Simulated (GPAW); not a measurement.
# Fe (P6_3/mmc) in GPAW: settings compared

One crystal, Fe, is run at these levels: PBE, PW91; tasks: single point, relaxation of cell and atoms.

Program: GPAW 26.7.0. These are calculated values, not measurements. Logs are shortened: lines on timing, memory, paths and dates and some standing lists are left out, and cuts for length are marked. The log counts tension as positive stress, the text compression.

## 1. Starting point

It takes space group P6_3/mmc (No. 194, hexagonal). Conventional cell: a = 2.434 Å, b = 2.434 Å, c = 3.842 Å, α = 90.00°, β = 90.00°, γ = 120.00°. Fe (site symmetry -6m2) has 12 Fe at 2.38 to 2.43 Å as nearest neighbours.

This isn't the form of Fe at room conditions, which is bcc.

## 2. Single point, PBE, collinear spin, ferromagnetic start

run.py reads:

```python
from ase import Atoms
from ase.dft.bandgap import bandgap
from ase.io import write
from ase.units import GPa
from gpaw import GPAW, PW

atoms = Atoms(['Fe', 'Fe'],
              cell=[[2.4341575853, 0.0, 0.0],
                    [-1.2170787927, 2.1080423057, 0.0],
                    [0.0, 0.0, 3.84193447]],
              scaled_positions=[[0.6666666667, 0.3333333333, 0.75],
                                [0.3333333333, 0.6666666667, 0.25]],
              pbc=True)
atoms.set_initial_magnetic_moments([3.0, 3.0])

calc = GPAW(mode=PW(900),
            xc='PBE',
            kpts={'size': (9, 9, 5), 'gamma': True},
            occupations={'name': 'fermi-dirac', 'width': 0.05},
            nbands=19,
            convergence={'density': 1e-05, 'energy': 1e-05},
            maxiter=50,
            txt='gpaw.txt')
atoms.calc = calc
energy = atoms.get_potential_energy()
forces = atoms.get_forces()
stress = atoms.get_stress()
calc.write('gs.gpw')
write('result.traj', atoms)
print(f'Energy: {energy:.6f} eV')
print('Forces (eV/A):')
print(forces.round(4))
print('Stress (GPa):', (stress / GPa).round(3))
print('Moments:', calc.get_magnetic_moments().round(3))
print('Fermi level:', round(calc.get_fermi_level(), 4), 'eV')
print(f'Gap: {bandgap(calc)[0]:.4f} eV, direct: {bandgap(calc, direct=True)[0]:.4f} eV')
```

Potentials or basis: GPAW PAW data sets (gpaw-data 1.2.1), pw.

Launch:

```console
OMP_NUM_THREADS=1 python run.py
```

gpaw.txt:

```text
__  _  _
 | _ |_)|_||  |
 |__||  | ||/\| - 26.7.0

Input parameters:
  mode=PW(ecut=900.0000000000001),
  convergence={'density': 1e-05, 'energy': 1e-05},
  kpts=MonkhorstPack(size=(9, 9, 5), gamma=True),
  maxiter=50,
  nbands=19,
  occupations=Occupations(name='fermi-dirac', width=0.05),
  xc=XC(name='PBE')

Diagonalizing LCAO Hamiltonian
Converting LCAO to pw mode

          Fe

        Fe

Atoms  # Å, Bohr magnetons
|   | symbol |         x |        y |        z |    initial magnetic moments |
|---|--------|-----------|----------|----------|-----------------------------|
| 0 |     Fe |  1.217079 | 0.702681 | 2.881451 | ( 0.0000,  0.0000,  3.0000) |
| 1 |     Fe | -0.000000 | 1.405362 | 0.960484 | ( 0.0000,  0.0000,  3.0000) |

Unit cell  # Å
| periodic |         x |        y |        z |  lengths |     angles |
|----------|-----------|----------|----------|----------|------------|
|      yes |  2.434158 | 0.000000 | 0.000000 | 2.434158 |  90.000000 |
|      yes | -1.217079 | 2.108042 | 0.000000 | 2.434158 |  90.000000 |
|      yes |  0.000000 | 0.000000 | 3.841934 | 3.841934 | 120.000000 |

Number of symmetries: 12
Symmetry operations  # r_c * U_cc + t_c -> r_c
|    | kind |            matrix            |
|----|------|------------------------------|
|  0 |  σ   |  1, 1, 0,  0,-1, 0,  0, 0, 1 |
|  1 |  S6  |  1, 1, 0, -1, 0, 0,  0, 0,-1 |
|  2 |  E   |  1, 0, 0,  0, 1, 0,  0, 0, 1 |
|  3 |  C2  |  1, 0, 0, -1,-1, 0,  0, 0,-1 |
|  4 |  C2  |  0, 1, 0,  1, 0, 0,  0, 0,-1 |
|  5 |  C3  |  0, 1, 0, -1,-1, 0,  0, 0, 1 |
|  6 |  S6  |  0,-1, 0,  1, 1, 0,  0, 0,-1 |
|  7 |  σ   |  0,-1, 0, -1, 0, 0,  0, 0, 1 |
|  8 |  σ   | -1, 0, 0,  1, 1, 0,  0, 0, 1 |
|  9 |  i   | -1, 0, 0,  0,-1, 0,  0, 0,-1 |
| 10 |  C3  | -1,-1, 0,  1, 0, 0,  0, 0, 1 |
| 11 |  C2  | -1,-1, 0,  0, 1, 0,  0, 0,-1 |

BZ-sampling:
  Number of BZ points: 405
  Number of IBZ points: 50

  Monkhorst-Pack size: [9, 9, 5]
  Monkhorst-Pack shift: [0, 0, 0]

K-points  # in reciprocal-cell coordinates
|     |                                coordinates |     weight |
|-----|--------------------------------------------|------------|
|   0 | (  0.00000000,   0.00000000,   0.00000000) | 0.00246914 |
|   1 | (  0.00000000,   0.00000000,   0.20000000) | 0.00493827 |
|   2 | (  0.00000000,   0.00000000,   0.40000000) | 0.00493827 |
|   3 | (  0.11111111,   0.00000000,  -0.40000000) | 0.01481481 |
|   4 | (  0.11111111,   0.00000000,  -0.20000000) | 0.01481481 |
|   5 | (  0.11111111,   0.00000000,   0.00000000) | 0.01481481 |
|   6 | (  0.11111111,   0.00000000,   0.20000000) | 0.01481481 |
|   7 | (  0.11111111,   0.00000000,   0.40000000) | 0.01481481 |
|   8 | (  0.22222222,  -0.11111111,   0.00000000) | 0.01481481 |
|   9 | (  0.22222222,  -0.11111111,   0.20000000) | 0.02962963 |
| ... |                                            |            |
|  49 | (  0.44444444,   0.44444444,   0.40000000) | 0.02962963 |

Plane wave coefficients: 1228
Cutoff: 900.0000000000001 eV

Spin-components: 2 (collinear spins)
Bands:           19
Projectors:      12
Spin-degeneracy: 1
Datatype:        complex128

Parallelization:
  kpt:    1
  domain: 1
  band:   1

Density:
  Valence electrons: 16.0
  Components: 2
  Grid points: [18 18 27]
  Charge: 0.0  # |e|

Potential:
  Grid points: [18 18 27]

species:
  Fe:
    name:    Iron
    Z:       26.0
    valence: 8
    core:    18
    charge:  0.0  # [|e|]
    compensation charges:
      type: gauss
      rc: 0.33  # [Å]
      lmax: 2
    cutoffs:
      filter: 2.06  # [Å]
      core: 2.67  # [Å]
    projectors
    | kind |    occ | energy [eV] | rcut [Å] |
    |------|--------|-------------|----------|
    |   4s |  2.000 |      -5.291 |    1.164 |
    |   4p |  0.000 |      -1.326 |    1.058 |
    |   3d |  6.000 |      -7.505 |    1.058 |
    |    s |        |      21.920 |    1.164 |
    |    p |        |      25.885 |    1.058 |
    |    d |        |      19.706 |    1.058 |

    Using partial waves for Fe as LCAO basis

Reference energy: -69238.909200  # eV

eigensolver:
  PPCG
  Converge bands: occupied
  niter=2

density mixing:
  MSR1-Mixer
  Pratt-step length: 0.05
  Maximum mixing coefficient: 0.75
  Old densities: 10
  SVD Regularization: 0.005
  Good broyden scale: 1.0
  Trust region scale: 1.0
  Backstep threshold: 4.0
  History deletion threshold: 6.0
  Fourier metric: weight=20.0, sigma=0.015

occupation numbers:
  Fermi-Dirac:
    width: 0.0500  # eV

poisson solver:
  ecut: 7200.000000000001  # eV

xc functional:
  name: PBE with 2 nearest neighbor stencil

convergence criteria:
- Maximum integral of absolute [dens]ity change: 1e-05 electrons / valence electron
- Maximum [total energy] change in last 3 cyles: 1e-05 eV / valence electron
- Maximum integral of absolute [eigenst]ate change: 4e-08 eV^2 / valence electron
maximum number of iterations: 50

SCF iterations
|iter     | |      energy | eigst |  dens |  magmom |
|---------|-|-------------|-------|-------|---------|
|iter:   1| |  -16.807639 | +0.38 |       |  +6.0106|
|iter:   2| |  -16.800525 | -1.81 | -0.81 |  +5.9252|
|iter:   3| |  -17.001668 | -1.92 | -0.85 |  +4.9480|
|iter:   4| |  -17.304162 | -2.23 | -1.11 |  +3.8318|
|iter:   5| |  -14.726997 | -0.66 | -1.00 |  -5.1920|
|iter:   6| |  -18.037243 | -0.70 | -0.59 |  +0.7593|
|iter:   7| |  -17.744720 | -2.30 | -1.03 |  +2.0255|
|iter:   8| |  -17.882793 | -2.39 | -1.11 |  +0.7834|
|iter:   9| |  -17.900151 | -2.41 | -1.36 |  -0.3116|
|iter:  10| |  -17.891051 | -2.87 | -1.76 |  +0.4578|
|iter:  11| |  -17.895104 | -2.80 | -1.76 |  -0.4012|
|iter:  12| |  -17.902398 | -3.20 | -1.75 |  +0.1390|
|iter:  13| |  -17.903259 | -4.32 | -2.23 |  +0.0063|
|iter:  14| |  -17.903262 | -5.75 | -3.58 |  -0.0037|
|iter:  15| |  -17.903264c| -7.27 | -3.71 |  -0.0012|
|iter:  16| |  -17.903265c| -7.76c| -4.25 |  +0.0000|
|iter:  17| |  -17.903265c| -8.58c| -5.27c|  +0.0000|

Converged in 17 steps
Energy contributions relative to reference atoms: (reference = -69238.909200)

Energy contributions:
  Kinetic:          10.510126
  Coulomb:          -9.050293
  Zero:              0.287634
  External:          0.000000
  Xc:              -19.642701
  Entropy:          -0.016062
  Spinorbit:         0.000000
  ----------------------------
  Free energy:     -17.911296
  Extrapolated:    -17.903265

dipole moment: (-0.000012, -0.000021, -0.000038)  # |e|*Ang

Total magnetic moment: (0.000000, 0.000000, 0.000042)

Local magnetic moments
|        x |        y |        z |
|----------|----------|----------|
| 0.000000 | 0.000000 | 0.000010 |  # Fe   0
| 0.000000 | 0.000000 | 0.000010 |  # Fe   1

Fermi level: 12.293
Eigenvalues  # (at kpt = [0.000, 0.000, 0.000])
| band index |      eig [eV] | occ [0-1] |      eig [eV] | occ [0-1] |
|------------|---------------|-----------|---------------|-----------|
|          0 |         3.006 |     1.000 |         3.006 |     1.000 |
|          1 |         7.083 |     1.000 |         7.083 |     1.000 |
|          2 |        10.492 |     1.000 |        10.492 |     1.000 |
|          3 |        10.492 |     1.000 |        10.492 |     1.000 |
|          4 |        10.654 |     1.000 |        10.654 |     1.000 |
|          5 |        10.988 |     1.000 |        10.988 |     1.000 |
[... 9 lines left out ...]
|         15 |        37.929 |     0.000 |        37.934 |     0.000 |
|         16 |        38.042 |     0.000 |        38.042 |     0.000 |
|        ... |               |           |               |           |
|         18 |        38.273 |     0.000 |        38.455 |     0.000 |

No gap
No difference between direct/indirect transitions

Forces  # eV/Ang
|        x |        y |        z |
|----------|----------|----------|
| -0.00000 | -0.00000 |  0.00004 |  # Fe   0
|  0.00000 |  0.00000 | -0.00004 |  # Fe   1

Stress tensor  # eV/Ang^3
|         x |         y |         z |
|-----------|-----------|-----------|
| -0.082830 | -0.000000 |  0.000000 |
| -0.000000 | -0.082830 | -0.000000 |
|  0.000000 | -0.000000 | -0.096982 |

# Writing to gs.gpw (mode='')
```

Run time: 82 s. Hardware: 1 thread of Arm Neoverse V1, shared host; peak memory 0.19 GiB.

Results:

```yaml
Free_energy: -17.9113 eV
Pressure: 14.0 GPa
Band_gap_on_the_k_mesh: none (metal or under the smearing width)
Net_moment: 0.00 μB per cell
```

Stress tensor (GPa, compression positive):
```
13.27  0.00  0.00
 0.00 13.27  0.00
 0.00  0.00 15.54
```

Caveat: the starting moments collapsed, and a magnetic state may lie lower.

## 3. Relaxation of cell and atoms, PW91, collinear spin, ferromagnetic start

run.py reads:

```python
from ase.filters import FrechetCellFilter
from ase.io import read, write
from ase.optimize import FIRE
from gpaw import GPAW, PW, setup_paths

setup_paths.insert(0, '.')

atoms = read('Fe.cif')
atoms.set_initial_magnetic_moments([3.0, 3.0])

calc = GPAW(mode=PW(600),
            xc='GGA_X_PW91+GGA_C_PW91',
            kpts={'size': (9, 9, 5), 'gamma': True},
            occupations={'name': 'fermi-dirac', 'width': 0.05},
            nbands=19,
            convergence={'density': 1e-06, 'energy': 1e-06, 'eigenstates': 1e-10},
            maxiter=150,
            txt='gpaw.txt')
atoms.calc = calc
opt = FIRE(FrechetCellFilter(atoms), trajectory='relax.traj', logfile='-')
done = opt.run(fmax=0.01, steps=40)
calc.write('gs.gpw')
write('result.traj', atoms)
print('Converged:', done)
print('Cell:', atoms.cell.cellpar().round(4))
print('Volume:', round(atoms.get_volume(), 4))
print(atoms.get_scaled_positions().round(5))
```

Fe.cif reads:

```cif
data_Fe
_cell_length_a 2.43415759
_cell_length_b 2.43415759
_cell_length_c 3.84193447
_cell_angle_alpha 90.00000000
_cell_angle_beta 90.00000000
_cell_angle_gamma 120.00000000
_space_group_name_H-M_alt 'P6_3/mmc'
_space_group_name_Hall '-P 6c 2c'
_space_group_IT_number 194
loop_
_space_group_symop_operation_xyz
'x,y,z'
'-x,-y,-z'
'x-y,x,z+1/2'
'-x+y,-x,-z+1/2'
'-y,x-y,z'
'y,-x+y,-z'
'-x,-y,z+1/2'
'x,y,-z+1/2'
'-x+y,-x,z'
'x-y,x,-z'
'y,-x+y,z+1/2'
'-y,x-y,-z+1/2'
'-y,-x,-z+1/2'
'y,x,z+1/2'
'-x,-x+y,-z'
'x,x-y,z'
'-x+y,y,-z+1/2'
'x-y,-y,z+1/2'
'y,x,-z'
'-y,-x,z'
'x,x-y,-z+1/2'
'-x,-x+y,z+1/2'
'x-y,-y,-z'
'-x+y,y,z'
loop_
_atom_site_label
_atom_site_type_symbol
_atom_site_symmetry_multiplicity
_atom_site_Wyckoff_symbol
_atom_site_fract_x
_atom_site_fract_y
_atom_site_fract_z
_atom_site_occupancy
Fe1 Fe 2 c 0.6666666667 0.3333333333 0.7500000000 1
```

Potentials or basis: PAW data sets generated in the run's folder for this functional, pw.

Launch:

```console
gpaw-setup -f GGA_X_PW91+GGA_C_PW91 Fe
OMP_NUM_THREADS=1 python run.py
```

Wall time 5 min (1 thread of Intel Xeon Platinum 8375C at 2.90GHz (Ice Lake), shared host); peak memory 0.28 GiB.

The run converged. Its results:

| Item | Value |
| --- | --- |
| Free energy | -17.9258 eV |
| Relaxed volume | 10.29 Å³/atom |
| Relaxed cell | a = 2.467 Å, b = 2.467 Å, c = 3.904 Å, α = 90.00°, β = 90.00°, γ = 120.00° |
| Space group after relaxing (to 0.05 Å) | P6_3/mmc (No. 194) |
| Energy gained by relaxing | 18.2 meV/atom |
| Ionic steps | 20 |
| Pressure after relaxing | 0.1 GPa |
| Band gap on the k mesh | none (metal or under the smearing width) |
| Net moment | 0.00 μB per cell |

Step by step:
| step | energy change (eV) | largest force (eV/Å) | pressure (GPa) | volume (Å³) |
| --- | --- | --- | --- | --- |
| 1 | 0.0000 | 0.0000 | 13.70 | 19.71 |
| 2 | -0.0184 | 0.0000 | 9.38 | 19.97 |
| 3 | -0.0347 | 0.0000 | 2.60 | 20.40 |
| 4 | -0.0325 | 0.0000 | -4.21 | 20.89 |
| 5 | -0.0331 | 0.0000 | -3.94 | 20.87 |
| 6 | -0.0339 | 0.0000 | -3.39 | 20.83 |
| 7 | -0.0349 | 0.0000 | -2.62 | 20.77 |
| 8 | -0.0358 | 0.0000 | -1.65 | 20.70 |
| 9 | -0.0363 | 0.0000 | -0.56 | 20.62 |
| 10 | -0.0362 | 0.0000 | 0.60 | 20.54 |
| 11 | -0.0362 | 0.0000 | 0.59 | 20.54 |
| 12 | -0.0362 | 0.0000 | 0.57 | 20.54 |
| 13 | -0.0362 | 0.0000 | 0.54 | 20.54 |
| 14 | -0.0363 | 0.0000 | 0.50 | 20.54 |
| 15 | -0.0363 | 0.0000 | 0.45 | 20.55 |
| 16 | -0.0363 | 0.0000 | 0.39 | 20.55 |
| 17 | -0.0363 | 0.0000 | 0.33 | 20.55 |
| 18 | -0.0363 | 0.0000 | 0.25 | 20.56 |
| 19 | -0.0363 | 0.0000 | 0.16 | 20.57 |
| 20 | -0.0363 | 0.0000 | 0.06 | 20.57 |

Final structure:
```xyz
2
Lattice="2.4669 0.0000 0.0000 -1.2334 2.1364 0.0000 0.0000 0.0000 3.9038" Properties=species:S:1:pos:R:3 pbc="T T T"
Fe    1.2334    0.7121    2.9279
Fe    0.0000    1.4242    0.9760
```

Levels at points of the mesh, in eV from the Fermi level:
Spin up:
```
           k point  band 4  band 5  band 6  band 7  band 8  band 9  band 10  band 11  band 12  band 13
(0.00, 0.00, 0.00)   -1.69   -1.56   -1.23   -1.23   -0.88   -0.88     0.42     0.67     0.67     8.62
```
Spin down:
```tsv
k point	band 6	band 7	band 8	band 9	band 10	band 11
(0.00, 0.00, 0.00)	-1.23	-1.23	-0.88	-0.88	0.42	0.67
```

Caveat: each step starts from the last one's moments, so a moment once lost doesn't come back; the starting moments collapsed, and a magnetic state may lie lower; later steps reuse the first step's grids.
